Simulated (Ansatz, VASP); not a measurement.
**One calculation of LiH, two programs**

```
CELL_PARAMETERS angstrom
0.00000 2.00503 2.00503
2.00503 0.00000 2.00503
2.00503 2.00503 0.00000
ATOMIC_POSITIONS crystal
Li 0.00000 0.00000 0.00000
H 0.50000 0.50000 0.50000
```

Change from the starting cell: volume scaled by 0.96, PAW files.

Alike in both runs: task electric field gradients; functional PBE; k mesh 11 × 11 × 11; occupations fermi-dirac, width 0.03 eV; no spin polarisation.

```csv
,VASP,Ansatz
version,VASP 6.6.1,Ansatz 0.2.0
potentials or method,"VASP PAW PBE potentials, release 64 (Li_sv, H)","PAW with Ansatz's default frozen-core files, scalar-relativistic"
plane-wave cutoff (eV),520,420
valence electrons in the cell,4,4
```

|  | VASP | Ansatz | Ansatz less VASP |
| --- | --- | --- | --- |
| gap on the k mesh at the Fermi level (eV) | 3.18 | 3.18 | +0.006 |
| Vzz of the field gradient on the site that differs most (V/Å²) | 0.0 | 0.0 | 0.00 |

The functional is the same, so the differences come from potentials, cutoffs and numerics.

Caveats: an odd mesh through Γ misses points on the zone boundary, where band edges often lie.
